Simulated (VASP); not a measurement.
# MgI2 (P-3m1) in VASP: further runs

Runs on MgI2. Level: PBEsol. Tasks: single point.

Program: VASP 6.6.1. These are calculated values, not measurements. Logs are shortened: lines on timing, memory, paths and dates and some standing lists are left out, and cuts for length are marked.

## Step 1: The crystal as given

It takes space group P-3m1 (No. 164, trigonal). The conventional cell has a = 4.140 Å, b = 4.140 Å, c = 6.880 Å, α = 90.00°, β = 90.00°, γ = 120.00°. Around I (site symmetry 3m) lie 3 Mg at 2.94 Å. Around Mg (site symmetry -3m) lie 6 I at 2.94 Å.

## Step 2: Single point, PBEsol

INCAR reads:

```
SYSTEM = MgI2
PREC = Accurate
ENCUT = 300
EDIFF = 1E-6
ISMEAR = 0
SIGMA = 0.05
LREAL = .FALSE.
LASPH = .TRUE.
NELM = 100
ALGO = Normal
ISIF = 2
LWAVE = .FALSE.
LCHARG = .FALSE.
GGA = PS
NBANDS = 15
ADDGRID = .FALSE.
```

KPOINTS reads:

```
regular mesh
0
G
  8 8 4
  0 0 0
```

POSCAR reads:

```
MgI2
1.0
    4.1400000000      0.0000000000      0.0000000000
   -2.0700000000      3.5853451717      0.0000000000
    0.0000000000      0.0000000000      6.8800000000
I Mg
2 1
Direct
    0.6666666667      0.3333333333      0.7500000000
    0.3333333333      0.6666666667      0.2500000000
    0.0000000000      0.0000000000      0.0000000000
```

Potentials or basis: VASP PAW PBE potentials, release 64 (I, Mg).

Launch:

```bash
> cat potpaw_PBE.64/I/POTCAR potpaw_PBE.64/Mg/POTCAR > POTCAR
> mpirun -np 1 vasp_std > vasp.out
```

OUTCAR:

```text
SYSTEM = MgI2
   PREC = Accurate
   ENCUT = 300
   EDIFF = 1E-6
   ISMEAR = 0
   LREAL = .FALSE.
   LASPH = .TRUE.
   NELM = 100
   ISIF = 2
   GGA = PS

 Found     35 irreducible k-points:

 Following reciprocal coordinates:
            Coordinates               Weight
  0.000000  0.000000  0.000000      1.000000
  0.125000 -0.000000  0.000000      6.000000
  0.250000 -0.000000  0.000000      6.000000
  0.375000 -0.000000  0.000000      6.000000
  0.500000 -0.000000  0.000000      3.000000
  0.125000  0.125000  0.000000      6.000000
   k-points           NKPTS =     35   k-points in BZ     NKDIM =     35   number of bands    NBANDS=     15
   number of dos      NEDOS =    301   number of ions     NIONS =      3
   total plane-waves  NPLWV =  23040
   dimension x,y,z NGX =    24 NGY =   24 NGZ =   40
   dimension x,y,z NGXF=    48 NGYF=   48 NGZF=   80
   ions per type =               2   1
   NGX,Y,Z   is equivalent  to a cutoff of   9.64,  9.64,  9.67 a.u.
   NGXF,Y,Z  is equivalent  to a cutoff of  19.27, 19.27, 19.33 a.u.
 SYSTEM =  MgI2
   PREC   = accura    normal or accurate (medium, high low for compatibility)
   ISTART =      0    job   : 0-new  1-cont  2-samecut
   ICHARG =      2    charge: 1-file 2-atom 10-const
   ISPIN  =      1    spin polarized calculation?
   LNONCOLLINEAR =      F non collinear calculations
   LSORBIT =      F    spin-orbit coupling
   LASPH  =      T    aspherical Exc in radial PAW
   ENCUT  =  300.0 eV  22.05 Ry    4.70 a.u.   5.85  5.85  9.72*2*pi/ulx,y,z
   NELM   =    100;   NELMIN=  2; NELMDL= -5     # of ELM steps
   EDIFF  = 0.1E-05   stopping-criterion for ELM
   LREAL  =      F    real-space projection
   EDIFFG = 0.1E-04   stopping-criterion for IOM
   NSW    =      0    number of steps for IOM
   IBRION =     -1    ionic relax: 0-MD 1-quasi-New 2-CG
   NFREE  =      0    steps in history (QN), initial steepest desc. (CG)
   ISIF   =      2    stress and relaxation
   ISYM   =      2    0-nonsym 1-usesym 2-fastsym
   POTIM  = 0.5000    time-step for ionic-motion
   TEBEG  =    0.0;   TEEND  =   0.0 temperature during run
   PSTRESS=    0.0 pullay stress
   NELECT =      16.0000    total number of electrons
   NUPDOWN=      -1.0000    fix difference up-down
   EMIN   =  10.00;   EMAX   =-10.00  energy-range for DOS
   EFERMI =   0.00;   METHOD = LEGACY
   ISMEAR =     0;   SIGMA  =   0.05  broadening in eV -4-tet -1-fermi 0-gaus
   EFERMI_NEDOS =   21; number of points for ismear=-14 and -15
   IALGO  =     38    algorithm
   IMIX   =      4    mixing-type and parameters
     AMIX     =   0.40;   BMIX     =  1.00
     AMIX_MAG =   1.60;   BMIX_MAG =  1.00
  volume/ion in A,a.u.               =      34.04       229.72
  Fermi-wavevector in a.u.,A,eV,Ry     =   0.882555  1.667786 10.597613  0.778903
  Thomas-Fermi vector in A             =   2.003202
   LORBIT       =      0    0 simple, 1 ext, 2 COOP (PROOUT), +10 PAW based schemes
   GGA     = PS    functional components
   LHFCALC =     F    Hartree Fock is set to
   AEXX    =    0.0000 exact exchange contribution
   IVDW    =     0    specifies the selected vdW correction
   LEPSILON=     F    determine dielectric tensor
   LRPA    =     F    only Hartree local field effects (RPA)
 non-spin polarized calculation
 Gauss-broadening in eV      SIGMA  =   0.05
  energy-cutoff  :      300.00
  volume of cell :      102.12
 maximum number of plane-waves:      1224
 NGX is ok and might be reduce to    24
   NGX = 11   NGY = 11   NGZ = 19

 number of electron      16.0000010 magnetization

 Free energy of the ion-electron system (eV)
  ---------------------------------------------------
  ext. energy  EPLUGINS =         0.00000000
  ---------------------------------------------------
  free energy    TOTEN  =        -8.40372707 eV

  energy without entropy =       -8.40372707  energy(sigma->0) =       -8.40372707

 E-fermi :   2.4652     XC(G=0):  -8.4218

 val. band max:        2.2610499951   @ k =   0.0000   0.0000   0.0000
 cond. band min:       5.6857499328   @ k =   0.5000  -0.0000   0.5000
 fundamental gap:      3.4246999377
 Fermi energy:         2.4652193542

 k-point     1 :       0.0000    0.0000    0.0000
  band No.  band energies     occupation
      1      -9.8102      2.00000
      2      -9.1290      2.00000
      3      -1.3684      2.00000
      4       1.8914      2.00000
      5       1.8914      2.00000
      6       2.2401      2.00000
      7       2.2610      2.00000
      8       2.2610      2.00000
      9       5.7711      0.00000
     10       6.9852      0.00000
     11       9.0050      0.00000
     12       9.0050      0.00000
     13       9.5984      0.00000
     14      10.4405      0.00000
     15      10.4405      0.00000

 k-point     2 :       0.1250   -0.0000    0.0000
  band No.  band energies     occupation
      1      -9.7286      2.00000
      2      -9.0845      2.00000
      3      -1.2475      2.00000
      4       1.2558      2.00000
      5       1.6781      2.00000
      6       1.6965      2.00000
      7       2.1862      2.00000
      8       2.2312      2.00000
      9       6.4025      0.00000
     10       7.5459      0.00000
     11       8.3613      0.00000
     12       9.2186      0.00000
     13       9.6623      0.00000
     14      10.1645      0.00000
     15      10.6752      0.00000

 k-point     3 :       0.2500   -0.0000    0.0000
  band No.  band energies     occupation
      1      -9.5111      2.00000
      2      -8.9810      2.00000
      3      -0.9437      2.00000
      4       0.1273      2.00000
      5       0.7135      2.00000
      6       1.3420      2.00000
      7       1.9869      2.00000
      8       2.0861      2.00000
      9       6.7041      0.00000
     10       7.5468      0.00000
     11       8.4309      0.00000
     12       9.2791      0.00000
     13       9.3509      0.00000
     14      10.2724      0.00000
     15      11.1243      0.00000

 k-point     4 :       0.3750   -0.0000    0.0000
  band No.  band energies     occupation
      1      -9.2442      2.00000
      2      -8.8989      2.00000
      3      -1.0215      2.00000
      4      -0.3831      2.00000
      5       0.1466      2.00000
      6       1.0599      2.00000
      7       1.6003      2.00000
      8       1.9188      2.00000
      9       6.1066      0.00000
     10       7.5165      0.00000
     11       7.7808      0.00000
     12       9.1630      0.00000
     13       9.7525      0.00000
     14      11.0547      0.00000
     15      11.7579      0.00000

 k-point     5 :       0.5000   -0.0000    0.0000
  band No.  band energies     occupation
      1      -9.0961      2.00000
      2      -8.8928      2.00000
      3      -1.2985      2.00000
      4      -0.5270      2.00000
      5       0.3044      2.00000
      6       0.9558      2.00000
      7       1.2851      2.00000
      8       1.8489      2.00000
      9       5.8618      0.00000
     10       7.4307      0.00000
     11       7.5420      0.00000
     12       9.0654      0.00000
     13       9.9608      0.00000
     14      11.4742      0.00000
     15      12.0253      0.00000

 k-point     6 :       0.1250    0.1250    0.0000
  band No.  band energies     occupation
      1      -9.5787      2.00000
      2      -9.0102      2.00000
      3      -1.0296      2.00000
      4       0.6439      2.00000
      5       0.6786      2.00000
      6       1.6019      2.00000
      7       1.9166      2.00000
      8       2.0877      2.00000
      9       6.9725      0.00000
     10       7.9102      0.00000
     11       8.3186      0.00000
     12       9.1834      0.00000
     13       9.3721      0.00000
     14       9.4408      0.00000
     15      11.2290      0.00000

 [... further k-points ...]

------------------------ aborting loop because EDIFF is reached ----------------------------------------

  FORCE on cell =-STRESS in cart. coord.  units (eV):
  Direction    XX          YY          ZZ          XY          YZ          ZX
  --------------------------------------------------------------------------------------
  -------------------------------------------------------------------------------------
  Total       -0.4484911     -0.4484911     -0.7301998     -0.0000000      0.0000000      0.0000000
  in kB       -7.0363050     -7.0363050    -11.4559874     -0.0000000      0.0000000      0.0000000
  external PRESSURE =      -8.5095325 kB  Pullay stress =       0.0000000 kB

 VOLUME and BASIS-vectors are now :
 -----------------------------------------------------------------------------
  energy-cutoff  :      300.00
  volume of cell :      102.12
      direct lattice vectors                 reciprocal lattice vectors
     4.140000000  0.000000000  0.000000000     0.241545894  0.139456587  0.000000000
    -2.070000000  3.585345172  0.000000000     0.000000000  0.278913174  0.000000000
     0.000000000  0.000000000  6.880000000     0.000000000  0.000000000  0.145348837

 POSITION                                       TOTAL-FORCE (eV/Angst)
 -----------------------------------------------------------------------------------
      2.07000      1.19512      5.16000        -0.000000      0.000000      0.297505
     -0.00000      2.39023      1.72000         0.000000     -0.000000     -0.297505
      0.00000      0.00000      0.00000         0.000000      0.000000      0.000000
 -----------------------------------------------------------------------------------
    total drift:                               -0.000000      0.000000     -0.000000

  FREE ENERGIE OF THE ION-ELECTRON SYSTEM (eV)
  ---------------------------------------------------
  free  energy   TOTEN  =        -8.4037270668 eV

  energy  without entropy=       -8.4037270668  energy(sigma->0) =       -8.40372707
```

Wall time 11 s (1 thread of Intel Xeon Platinum 8488C (Sapphire Rapids), shared host); peak memory 0.16 GiB.

The run converged, but some of its settings lie outside the range that counts as converged, so its numbers aren't taken as properties of the crystal.

Results:

| Quantity | Value |
| --- | --- |
| Free energy | -8.4037 eV |
| Pressure | -0.9 GPa |
| Largest force | 0.298 eV/Å |
| Band gap on the k mesh | 3.42 eV, indirect (least direct gap 3.51 eV) |

Caveat: the PAW data sets were made with another functional, which shifts forces and pressure a little; spin-orbit coupling is left out, which moves the levels of the heavy elements; the cell's inner coordinates are idealised or old, which leaves forces on the atoms; this functional lacks dispersion, which binds the layers, so the pressure and a relaxed spacing across them are unreliable.

## Step 3: Single point, PBEsol

INCAR, as its differences from that of step 2:

```diff
@@ -2,3 +2,3 @@
 PREC = Accurate
-ENCUT = 300
+ENCUT = 550
 EDIFF = 1E-6
```

KPOINTS reads:

```
regular mesh
0
G
  6 6 3
  0 0 0
```

POSCAR is that of step 2.

Potentials or basis: VASP PAW PBE potentials, release 64 (I, Mg).

Launch:

```bash
> cat potpaw_PBE.64/I/POTCAR potpaw_PBE.64/Mg/POTCAR > POTCAR
> mpirun -np 1 vasp_std > vasp.out
```

Wall time 15 s (1 thread of Intel Xeon Platinum 8488C (Sapphire Rapids), shared host); peak memory 0.23 GiB.

These settings aren't checked as converged: the numbers below hold their error.

Results:

| Item | Value |
| --- | --- |
| Free energy | -8.4022 eV |
| Pressure | -0.8 GPa |
| Largest force | 0.301 eV/Å |
| Band gap on the k mesh | 3.40 eV, indirect (least direct gap 3.51 eV) |

Caveat: the PAW data sets were made with another functional, which shifts forces and pressure a little; spin-orbit coupling is left out, which moves the levels of the heavy elements; an odd mesh through Γ misses points on the zone boundary, where band edges often lie; the cell's inner coordinates are idealised or old, which leaves forces on the atoms; this functional lacks dispersion, which binds the layers, so the pressure and a relaxed spacing across them are unreliable.

## Step 4: Single point, PBEsol

INCAR, as its differences from that of step 3:

```diff
@@ -2,3 +2,3 @@
 PREC = Accurate
-ENCUT = 550
+ENCUT = 400
 EDIFF = 1E-6
```

KPOINTS reads:

```
regular mesh
0
G
  7 7 4
  0 0 0
```

POSCAR is that of step 3.

Launch:

```bash
> cat potpaw_PBE.64/I/POTCAR potpaw_PBE.64/Mg/POTCAR > POTCAR
> mpirun -np 1 vasp_std > vasp.out
```

Run time: 15 s. Hardware: 1 thread of Intel Xeon Platinum 8488C (Sapphire Rapids), shared host; peak memory 0.19 GiB.

These settings aren't checked as converged: the numbers below hold their error.

What came out:

```
Free energy            : -8.4036 eV
Pressure               : -0.9 GPa
Largest force          : 0.299 eV/Å
Band gap on the k mesh : 3.43 eV, indirect (least direct gap 3.51 eV)
```

Caveat: the PAW data sets were made with another functional, which shifts forces and pressure a little; spin-orbit coupling is left out, which moves the levels of the heavy elements; an odd mesh through Γ misses points on the zone boundary, where band edges often lie; the cell's inner coordinates are idealised or old, which leaves forces on the atoms; this functional lacks dispersion, which binds the layers, so the pressure and a relaxed spacing across them are unreliable.

## Step 5: Single point, PBEsol

INCAR, as its differences from that of step 4:

```diff
@@ -2,3 +2,3 @@
 PREC = Accurate
-ENCUT = 400
+ENCUT = 250
 EDIFF = 1E-6
```

KPOINTS reads:

```
regular mesh
0
G
  9 9 5
  0 0 0
```

POSCAR is that of step 4.

Launch:

```bash
> cat potpaw_PBE.64/I/POTCAR potpaw_PBE.64/Mg/POTCAR > POTCAR
> mpirun -np 1 vasp_std > vasp.out
```

Run time: 12 s. Hardware: 1 thread of Intel Xeon Platinum 8488C (Sapphire Rapids), shared host; peak memory 0.16 GiB.

The run converged, but some of its settings lie outside the range that counts as converged, so its numbers aren't taken as properties of the crystal.

Results:

- Free energy: -8.4026 eV
- Pressure: -0.8 GPa
- Largest force: 0.296 eV/Å
- Band gap on the k mesh: 3.40 eV, indirect (least direct gap 3.51 eV)

Caveat: the PAW data sets were made with another functional, which shifts forces and pressure a little; spin-orbit coupling is left out, which moves the levels of the heavy elements; an odd mesh through Γ misses points on the zone boundary, where band edges often lie; the cell's inner coordinates are idealised or old, which leaves forces on the atoms; this functional lacks dispersion, which binds the layers, so the pressure and a relaxed spacing across them are unreliable.

## Step 6: Single point, PBEsol

INCAR, as its differences from that of step 5:

```diff
@@ -2,3 +2,3 @@
 PREC = Accurate
-ENCUT = 250
+ENCUT = 450
 EDIFF = 1E-6
```

KPOINTS reads:

```
regular mesh
0
G
  7 7 4
  0 0 0
```

POSCAR is that of step 5.

Potentials or basis: VASP PAW PBE potentials, release 64 (I, Mg).

Launch:

```bash
> cat potpaw_PBE.64/I/POTCAR potpaw_PBE.64/Mg/POTCAR > POTCAR
> mpirun -np 1 vasp_std > vasp.out
```

OUTCAR:

```text
SYSTEM = MgI2
   PREC = Accurate
   ENCUT = 450
   EDIFF = 1E-6
   ISMEAR = 0
   LREAL = .FALSE.
   LASPH = .TRUE.
   NELM = 100
   ISIF = 2
   GGA = PS

 Found     28 irreducible k-points:

 Following reciprocal coordinates:
            Coordinates               Weight
  0.000000  0.000000  0.000000      1.000000
  0.142857 -0.000000  0.000000      6.000000
  0.285714 -0.000000  0.000000      6.000000
  0.428571  0.000000  0.000000      6.000000
  0.142857  0.142857  0.000000      6.000000
  0.285714  0.142857  0.000000     12.000000
   k-points           NKPTS =     28   k-points in BZ     NKDIM =     28   number of bands    NBANDS=     15
   number of dos      NEDOS =    301   number of ions     NIONS =      3
   total plane-waves  NPLWV =  43200
   dimension x,y,z NGX =    30 NGY =   30 NGZ =   48
   dimension x,y,z NGXF=    60 NGYF=   60 NGZF=   96
   ions per type =               2   1
   NGX,Y,Z   is equivalent  to a cutoff of  12.05, 12.05, 11.60 a.u.
   NGXF,Y,Z  is equivalent  to a cutoff of  24.09, 24.09, 23.20 a.u.
 SYSTEM =  MgI2
   PREC   = accura    normal or accurate (medium, high low for compatibility)
   ISTART =      0    job   : 0-new  1-cont  2-samecut
   ICHARG =      2    charge: 1-file 2-atom 10-const
   ISPIN  =      1    spin polarized calculation?
   LNONCOLLINEAR =      F non collinear calculations
   LSORBIT =      F    spin-orbit coupling
   LASPH  =      T    aspherical Exc in radial PAW
[... 152 lines left out ...]
      2      -8.8918      2.00000
      3      -0.9097      2.00000
      4      -0.2787      2.00000
      5       0.1168      2.00000
      6       0.8508      2.00000
      7       1.4311      2.00000
      8       1.6588      2.00000
      9       6.4286      0.00000
     10       8.1944      0.00000
     11       8.2781      0.00000
     12       9.0270      0.00000
     13       9.6881      0.00000
     14      10.2469      0.00000
     15      11.3738      0.00000

 [... further k-points ...]

------------------------ aborting loop because EDIFF is reached ----------------------------------------

  FORCE on cell =-STRESS in cart. coord.  units (eV):
  Direction    XX          YY          ZZ          XY          YZ          ZX
  --------------------------------------------------------------------------------------
  -------------------------------------------------------------------------------------
  Total       -0.4440281     -0.4440281     -0.7292582      0.0000000      0.0000000      0.0000000
  in kB       -6.9662852     -6.9662852    -11.4412155      0.0000000      0.0000000      0.0000000
  external PRESSURE =      -8.4579286 kB  Pullay stress =       0.0000000 kB

 VOLUME and BASIS-vectors are now :
 -----------------------------------------------------------------------------
  energy-cutoff  :      450.00
  volume of cell :      102.12
      direct lattice vectors                 reciprocal lattice vectors
     4.140000000  0.000000000  0.000000000     0.241545894  0.139456587  0.000000000
    -2.070000000  3.585345172  0.000000000     0.000000000  0.278913174  0.000000000
     0.000000000  0.000000000  6.880000000     0.000000000  0.000000000  0.145348837

 POSITION                                       TOTAL-FORCE (eV/Angst)
 -----------------------------------------------------------------------------------
      2.07000      1.19512      5.16000        -0.000000      0.000000      0.299474
     -0.00000      2.39023      1.72000         0.000000      0.000000     -0.299474
      0.00000      0.00000      0.00000         0.000000      0.000000      0.000000
 -----------------------------------------------------------------------------------
    total drift:                               -0.000000      0.000000     -0.000000

  FREE ENERGIE OF THE ION-ELECTRON SYSTEM (eV)
  ---------------------------------------------------
  free  energy   TOTEN  =        -8.4036305542 eV

  energy  without entropy=       -8.4036305542  energy(sigma->0) =       -8.40363055
```

It took 19 s on 1 thread of Intel Xeon Platinum 8488C (Sapphire Rapids), shared host; peak memory 0.19 GiB.

The run converged, but some of its settings lie outside the range that counts as converged, so its numbers aren't taken as properties of the crystal.

Results:

* Free energy: -8.4036 eV
* Pressure: -0.8 GPa
* Largest force: 0.299 eV/Å
* Band gap on the k mesh: 3.43 eV, indirect (least direct gap 3.51 eV)

Caveat: the PAW data sets were made with another functional, which shifts forces and pressure a little; spin-orbit coupling is left out, which moves the levels of the heavy elements; an odd mesh through Γ misses points on the zone boundary, where band edges often lie; the cell's inner coordinates are idealised or old, which leaves forces on the atoms; this functional lacks dispersion, which binds the layers, so the pressure and a relaxed spacing across them are unreliable.
